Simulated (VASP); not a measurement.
## BN: optical spectrum with PBEsol

Crystal: BN.

```
N B
1.0
     2.49824    0.00000    0.00000
    -1.24912    2.16354    0.00000
     0.00000    0.00000    6.63570
N B
2 2
Cartesian
  1.2491 0.7212 1.6589
  0.0000 1.4424 4.9768
  1.2491 0.7212 4.9768
  0.0000 1.4424 1.6589
```

- Program: VASP 6.6.1
- Task: optical spectrum
- Functional: PBEsol
- Potentials or basis: VASP PAW PBE potentials, release 64 (N, B)
- Cutoff: 520 eV
- k mesh: 12 × 12 × 4
- Occupations: gaussian, width 0.02 eV
- Spin: no spin polarisation
- Further INCAR settings: ALGO = Fast; EDIFF = 1e-07; NBANDS = 40

- Pressure: 2.5 GPa
- Band gap on the k mesh: 4.18 eV, indirect (least direct gap 4.60 eV)

Stress tensor (GPa, compression positive):
```
3.29 0.00 0.00
0.00 3.29 0.00
0.00 0.00 0.81
```

Levels at points of the mesh, in eV from the valence-band top:
```tsv
k point	band 5	band 6	band 7	band 8	band 9	band 10	band 11	band 12
(0.00, 0.00, 0.00)	-1.30	-1.30	-1.26	-1.26	5.06	10.21	11.56	11.56
(0.50, 0.00, 0.00)	-4.14	-4.08	-1.47	-0.44	4.18	5.61	9.51	9.97
(0.00, 0.00, 0.50)	-1.28	-1.28	-1.28	-1.28	7.48	7.48	11.63	11.63
(0.50, 0.00, 0.50)	-4.11	-4.11	-0.93	-0.93	4.66	4.66	9.93	9.93
```

Dielectric function (mean over the directions given):
```csv
energy (eV),real part,imaginary part
0.33,4.31,0.00
0.82,4.34,0.01
1.32,4.41,0.02
1.81,4.52,0.03
2.30,4.68,0.04
2.79,4.92,0.06
3.29,5.29,0.09
3.78,5.92,0.17
4.36,7.64,0.62
4.85,6.90,4.45
5.34,5.08,8.23
5.84,3.94,7.71
6.33,0.07,2.80
6.82,1.09,2.80
7.32,0.64,1.57
7.81,2.16,0.93
8.38,2.05,1.04
8.88,2.88,0.86
9.37,3.77,1.88
9.86,2.70,2.54
10.36,3.02,3.08
10.85,2.14,2.05
11.34,2.54,1.87
11.84,2.81,1.36
12.41,4.09,1.66
12.90,6.14,3.63
13.40,4.27,6.53
13.89,1.09,6.14
14.38,-0.25,5.05
14.88,-1.09,4.59
15.37,-1.36,2.40
15.86,-0.23,1.99
16.44,-0.87,1.57
16.93,0.70,2.43
17.43,-0.12,2.97
17.92,-0.96,1.93
18.41,-0.62,1.38
18.90,-0.17,1.79
19.40,-0.29,1.16
19.97,-0.22,1.25
```

Run time: 85 s on 1 thread of AMD EPYC 7R13 Processor (Zen 3), on a shared host, peak memory 0.18 GiB.

Caveat: spectra need much finer meshes, so this one isn't converged; independent-particle spectra lack excitons; the PAW data sets were made with another functional, which shifts forces and pressure a little; this functional lacks dispersion, which binds the layers, so the pressure and a relaxed spacing across them are unreliable. A k mesh can miss the band edges.
